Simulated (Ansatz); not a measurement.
**Zn: changing the dispersion correction**

The cell as given:

Space group P6_3/mmc (No. 194). a = 2.670 Å, b = 2.670 Å, c = 4.966 Å, α = 90.00°, β = 90.00°, γ = 120.00°
```json
{"atom": "Zn", "site": "2c", "symmetry": "-6m2", "x": "0.6667", "y": "0.3333", "z": "0.7500"}
```

Kept alike: task relaxation of cell and atoms; functional PBEsol; k mesh 11 × 11 × 6; occupations fermi-dirac, width 0.05 eV; no spin polarisation. Program: Ansatz, Ansatz PAW, cutoff 420 eV. The mesh is that of the run's cell of 2 atoms. No spin-orbit coupling.

| dispersion correction | volume (Å³/atom) | first edge of the run's cell (Å) | third edge of the run's cell (Å) |
| --- | --- | --- | --- |
| D3(BJ) | 13.309 | 2.650 | 4.377 |
| D3(BJ)-ATM | 13.456 | 2.660 | 4.391 |
| D4 | 13.641 | 2.673 | 4.410 |
| none | 14.027 | 2.641 | 4.644 |

The relaxations keep at least the cell's symmetry (P6_3/mmc). For a metal such a mesh leaves the last digits unconverged. Relaxations stop with a little pressure left, so the last digits of a volume or edge aren't settled. Ansatz's relaxations hold a Pulay term in the stress (up to 0.1 GPa here). All rows use potentials made for PBE.

The volume runs from 13.309 (D3(BJ)) to 14.027 Å³/atom (none). Against no correction: D3(BJ) -5.1 %; D3(BJ)-ATM -4.1 %; D4 -2.8 %. Dispersion terms mostly attract and so lower the volume; the schemes' coefficients and damping set how far. The first edge of the run's cell runs from 2.641 (none) to 2.673 Å (D4). The third edge of the run's cell runs from 4.377 (D3(BJ)) to 4.644 Å (none).
